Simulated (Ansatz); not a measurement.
# SnO2 (Imma) in Ansatz: relaxation of cell and atoms with RPBE+D3(BJ)

Aim: the relaxation of cell and atoms of SnO2 with RPBE+D3(BJ).

All numbers are computed with Ansatz 0.2.0; they aren't measurements. Logs are shortened: lines on timing, memory, paths and dates and some standing lists are left out, and cuts for length are marked.

## Step 1: Starting point

Symmetry: Imma, No. 74, orthorhombic system. Conventional cell: a = 6.498 Å, b = 6.829 Å, c = 6.828 Å, α = 90.00°, β = 90.00°, γ = 90.00°. Around Sn (site symmetry 2/m) lie 6 O at 2.09 Å. Sn (site symmetry mm2) is surrounded by 6 O at 2.09 to 2.10 Å. Around O (site symmetry m) lie 3 Sn at 2.09 to 2.10 Å. O (site symmetry m) has 3 Sn at 2.09 Å as nearest neighbours.

The cell is a database's computed one.

## Step 2: Relaxation of cell and atoms, RPBE+D3(BJ)

File input.yaml:

```yaml
crystal:
  lattice:
    - [-3.248897, 3.41447, 3.414021]
    - [3.248897, -3.41447, 3.414021]
    - [3.248897, 3.41447, -3.414021]
  atoms:
    - { symbol: Sn, position: [0.5, 0.0, 0.0] }
    - { symbol: Sn, position: [0.5, 0.5, 0.5] }
    - { symbol: Sn, position: [0.003599, 0.753599, 0.25] }
    - { symbol: Sn, position: [0.996401, 0.246401, 0.75] }
    - { symbol: O, position: [0.806496, 0.803774, 0.497278] }
    - { symbol: O, position: [0.806496, 0.309218, 0.002722] }
    - { symbol: O, position: [0.302435, 0.24594, 0.056495] }
    - { symbol: O, position: [0.689445, 0.24594, 0.443505] }
    - { symbol: O, position: [0.310555, 0.75406, 0.556495] }
    - { symbol: O, position: [0.193504, 0.690782, 0.997278] }
    - { symbol: O, position: [0.697565, 0.75406, 0.943505] }
    - { symbol: O, position: [0.193504, 0.196226, 0.502722] }
hamiltonian:
  xc: rpbe
  pseudopotentials: { kind: paw }
  dispersion: d3bj
kpoints:
  mp_grid: { grid: [6, 6, 6] }
scf:
  occupations: { method: fermi_dirac, width: 0.05 }
output:
  forces: true
  stress: true
  eigenvalues: true
  write_density: true
  write_potential: true
  elf: true
  volumetric_format: npy
relax:
  f_tol: 0.01
  max_steps: 40
  cell: { stress_tol: 0.05 }
```

Potentials or basis: Ansatz PAW.

Started as:

```bash
ansatz run input.yaml --threads 4 --pin off --max-ram 11264MiB --backend cpu --events-out ev --progress --plain --runs-dir out
```

The log of the run:

```text
Warning: RAYON_NUM_THREADS=4 ignored (pool sized by the plan → 4); use --threads N
Engine: ansatz 0.2.0, aarch64-unknown-linux-gnu
Pseudopotentials: kind: paw
Pseudopotential: Sn, paw, valence charge 14, recommended cutoff 420 eV (normal), Sn.paw.azcp
Pseudopotential: O, paw, valence charge 6, recommended cutoff 420 eV (normal), O.paw.azcp
Functional definition: RPBE
  parameter kappa = 0.804
  parameter beta = 0.06672455060314922
  exchange = rpbe_x(kappa = kappa, mu = beta*pi^2/3)
  correlation = pbe_c(beta = beta)
Crystal: 12 atoms, lattice volume = 151.491 Å³
Basis set: ecut = 420 eV, 2975 PW (Γ), exchange–correlation on 80×80×80 points (8 copies of the dense FFT grid, shifted against one another)
Bands: 64, of which v1, the nominal top of the filled ones, is band 52 counted from 1 (51 counted from 0)
Symmetry: 8 space group operations
Space group: Imma (ITA 74), of the structure as read, at distance tolerance 5.3e-5 Å
k-points: 46 of 216
Non-local potential: Sn, projectors of the file, l = 0: 2, l = 1: 2, l = 2: 2, l = 3: 2
Non-local potential: O, projectors of the file, l = 0: 2, l = 1: 2, l = 2: 1
PAW form: soft (Blöchl's): semilocal exchange-correlation on the pseudo side does not see the compensation charge
PAW frozen core: Sn, regenerated for the run's functional, and the local potential with it (the file was generated under x = pbe(κ = 0.804, μ = 0.2195149727645171), c = pbe(β = 0.06672455060314922))
PAW frozen core: O, regenerated for the run's functional, and the local potential with it (the file was generated under x = pbe(κ = 0.804, μ = 0.2195149727645171), c = pbe(β = 0.06672455060314922))
PAW one-centre angular grid: Sn, 590 points (default); XC on 64 Gauss nodes
PAW one-centre angular grid: O, 110 points (default); XC on 64 Gauss nodes
Initial density: superposition of atomic densities (neutral atoms: chi_scale 0, normalization atom), corrected by the library's trained network
Initial wavefunctions: pseudopotential atomic-orbital guess
[... 124 lines left out ...]
  atom   8  O     -0.00000000     0.00002533     0.00002569
  atom   9  O      0.00000000    -0.00002533    -0.00002569
  atom  10  O     -0.00010755     0.00000000     0.00004475
  atom  11  O     -0.00000000     0.00002533    -0.00002569
  atom  12  O      0.00010755     0.00000000     0.00004475
  max |Σ_I F_I| component: 6.94e-18 eV/Å
--- Stress (GPa, compression-positive) ---
       -0.011387       0.000000       0.000000
        0.000000      -0.013716      -0.000000
        0.000000      -0.000000      -0.014268
  P = ⅓ Tr σ = -0.0131 GPa (-0.131 kbar)
--- Band table (eV; the first three rows and the last of 46) ---
  k-point 0: bands = ["-11.4424", "-11.1586", "-11.1586", "-10.7206", "-10.7206", "-10.6149", "-10.3704", "-10.3428", "-10.3428", "-10.2933", "-10.2201", "-10.2072", "-10.2071", "-10.1499", "-10.1498", "-10.1308", "-10.1094", "-10.1094", "-10.0961", "-10.0961", "-9.2666", "-7.4575", "-7.4575", "-7.3389", "-7.3389", "-6.0614", "-6.0614", "-5.5689", "1.6169", "1.7978", "1.7978", "4.7670", "4.7670", "5.7031", "5.7031", "5.7826", "6.6579", "7.1946", "7.1946", "7.4124", "7.4124", "7.7581", "7.8860", "8.5043", "8.5043", "8.8031", "8.8031", "8.9127", "8.9127", "8.9720", "8.9720", "9.7399", "11.1031", "14.7170", "14.7170", "16.0589", "16.2007", "16.2007", "18.9017", "18.9018", "20.3504", "20.4788", "20.9362", "20.9362"]
  k-point 1: bands = ["-11.3890", "-11.1909", "-11.1157", "-10.7466", "-10.6362", "-10.6058", "-10.4296", "-10.4141", "-10.3546", "-10.2964", "-10.2140", "-10.2037", "-10.2018", "-10.1518", "-10.1498", "-10.1335", "-10.1322", "-10.1295", "-10.1074", "-10.1063", "-9.1880", "-7.5036", "-7.3511", "-7.3507", "-7.3472", "-6.1509", "-6.0410", "-5.6480", "1.7077", "1.9741", "2.0716", "4.9611", "4.9617", "5.4386", "5.7705", "5.9066", "6.2058", "6.7692", "7.0700", "7.1213", "7.3378", "7.9461", "8.1235", "8.2233", "8.2835", "8.7369", "8.7684", "8.8215", "8.8819", "8.9196", "8.9939", "9.6285", "11.8706", "14.8731", "14.9538", "16.0771", "16.6040", "16.6051", "18.7990", "19.0859", "19.8394", "20.5768", "20.8156", "21.0643"]
  k-point 2: bands = ["-11.2554", "-11.1942", "-10.9924", "-10.8250", "-10.7437", "-10.5933", "-10.5038", "-10.4749", "-10.3182", "-10.2766", "-10.2131", "-10.1985", "-10.1885", "-10.1876", "-10.1616", "-10.1585", "-10.1476", "-10.1415", "-10.1282", "-10.1266", "-8.9309", "-7.9508", "-7.3005", "-7.1883", "-7.0776", "-6.3942", "-5.9873", "-5.8142", "2.0008", "2.3430", "2.7904", "4.7149", "5.2465", "5.5021", "5.5111", "5.9376", "5.9850", "6.2330", "6.7426", "6.8574", "7.1546", "7.4938", "7.7686", "8.2201", "8.4124", "8.5422", "8.6407", "8.7532", "8.8576", "8.9651", "9.0531", "9.4254", "13.2244", "14.9978", "15.5472", "16.2002", "17.5005", "17.5748", "18.6431", "19.2691", "19.3809", "19.7357", "20.7146", "21.0012"]
  k-point 45: bands = ["-11.1722", "-11.1722", "-11.1440", "-11.1440", "-10.7037", "-10.7037", "-10.3466", "-10.3466", "-10.3455", "-10.3455", "-10.2044", "-10.2044", "-10.1673", "-10.1673", "-10.1565", "-10.1564", "-10.1164", "-10.1164", "-10.0949", "-10.0949", "-7.5808", "-7.5808", "-7.5230", "-7.5230", "-7.4136", "-7.4136", "-5.9809", "-5.9808", "2.5996", "2.5996", "4.2772", "4.2773", "5.5589", "5.5590", "5.8897", "5.8897", "6.0217", "6.0217", "6.7349", "6.7349", "7.1211", "7.1212", "7.7534", "7.7534", "8.0917", "8.0918", "8.4239", "8.4239", "8.4908", "8.4908", "8.8502", "8.8502", "14.7375", "14.7375", "16.0629", "16.0629", "17.4317", "17.4317", "19.7155", "19.7155", "20.5570", "20.5570", "21.0124", "21.0125"]
--- Relaxed structure (6 steps of the walk, 6 accepted, 2 SCFs on fresh bases) ---
  F+E_penalty+E_count = -28694.36041391 eV   max|allowed force component| = 4.525e-4 eV/Å   (the final SCF, on the basis selected at the relaxed cell)
  cell:  # Å, volume = 142.4690 Å³
    - [-3.1966470582589235, 3.337970737461784, 3.337974888045626]
    - [3.1966470582589235, -3.337970737461784, 3.337974888045626]
    - [3.1966470582589235, 3.337970737461784, -3.337974888045626]
  atoms:
    - { symbol: Sn, position: [0.5, 2.7755575615628914e-17, 2.7755575615628914e-17] }
    - { symbol: Sn, position: [0.5, 0.5, 0.5] }
    - { symbol: Sn, position: [1.8864105514826424e-5, 0.7500188641055148, 0.2499999999999999] }
    - { symbol: Sn, position: [0.9999811358944851, 0.24998113589448515, 0.7500000000000001] }
    - { symbol: O, position: [0.805411309263388, 0.8053999219408994, 0.49998861267751143] }
    - { symbol: O, position: [0.8054113092633881, 0.30542269658587673, 1.1387322488676244e-5] }
    - { symbol: O, position: [0.30539591160958945, 0.2499846395163955, 0.055411272093193915] }
    - { symbol: O, position: [0.6945733674232016, 0.24998463951639552, 0.4445887279068061] }
    - { symbol: O, position: [0.3054266325767985, 0.7500153604836044, 0.5554112720931939] }
    - { symbol: O, position: [0.19458869073661192, 0.6945773034141233, 0.9999886126775113] }
    - { symbol: O, position: [0.6946040883904107, 0.7500153604836044, 0.9445887279068061] }
    - { symbol: O, position: [0.194588690736612, 0.1946000780591005, 0.5000113873224886] }
```

rho_z.tsv:

```text
# z_ang	rho[e/angstrom^3]
# format = ansatz-planar-average/11
# lattice	-3.196647058	3.337970737	3.337974888
# lattice	3.196647058	-3.337970737	3.337974888
# lattice	3.196647058	3.337970737	-3.337974888
# sites	12
# site	50	-1.598323529	1.668985369	1.668987444
# site	50	1.598323529	1.668985369	1.668987444
# site	50	3.196647058	-1.668985369	1.669113380
# site	50	0.000000000	5.006956106	1.668861508
# site	8	1.598250727	1.668985369	3.707898006
# site	8	-1.598250727	1.668985369	3.707898006
# site	8	-0.000000000	0.369922410	1.668884898
# site	8	-0.000000000	2.968048328	1.668884898
# site	8	3.196647058	0.369922410	1.669089990
# site	8	4.794897785	1.668985369	-0.369923118
# site	8	3.196647058	2.968048328	1.669089990
# site	8	1.598396332	1.668985369	-0.369923118
0.000000	1.255787e0
0.142528	1.206772e0
0.285056	1.073176e0
0.427583	8.917850e-1
0.570111	7.106357e-1
0.712639	5.703216e-1
[... 32 lines left out ...]
5.416056	1.073176e0
5.558584	1.206772e0
```

It took 79 s on 4 threads of Arm Neoverse V2, shared host; peak memory 0.75 GiB.

What came out:

```
Free energy                            : -28694.3604 eV
Relaxed volume                         : 11.87 Å³/atom
Relaxed cell                           : a = 5.701 Å, b = 5.701 Å, c = 5.701 Å, α = 111.79°, β = 108.32°, γ = 108.32°
Space group after relaxing (to 0.05 Å) : P4_2/mnm (No. 136)
Energy gained by relaxing              : 26.3 meV/atom
Ionic steps                            : 8
Pressure after relaxing                : 0.0 GPa
Band gap on the k mesh                 : 1.36 eV
```

Step by step:
```csv
step,energy change (eV),largest force (eV/Å),volume (Å³)
1,0.0000,0.0358,151.49
2,-0.3401,0.0596,142.92
3,-0.3448,0.0740,142.69
4,-0.3463,0.0376,142.69
5,-0.3465,0.0013,142.72
6,-0.3157,0.0014,142.72
7,-0.3172,0.0005,142.47
8,-0.3160,0.0005,142.47
```

Final structure:
```xyz
12
Lattice="-3.1966 3.3380 3.3380 3.1966 -3.3380 3.3380 3.1966 3.3380 -3.3380" Properties=species:S:1:pos:R:3 pbc="T T T"
Sn   -1.5983    1.6690    1.6690
Sn    1.5983    1.6690    1.6690
Sn    3.1966   -1.6690    1.6691
Sn    0.0000    5.0070    1.6689
O     1.5983    1.6690    3.7079
O    -1.5983    1.6690    3.7079
O     0.0000    0.3699    1.6689
O     0.0000    2.9680    1.6689
O     3.1966    0.3699    1.6691
O     4.7949    1.6690   -0.3699
O     3.1966    2.9680    1.6691
O     1.5984    1.6690   -0.3699
```

Caveat: the plane-wave basis is chosen anew once the cell has moved, so the energies of steps on either side of that aren't comparable; the pressure holds a Pulay correction of +0.8 GPa for the finite cutoff; spin-orbit coupling is left out, which moves the levels of the heavy elements; the PAW data sets come from PBE, with cores solved anew for the run's functional, which leaves a small shift of forces and pressure.
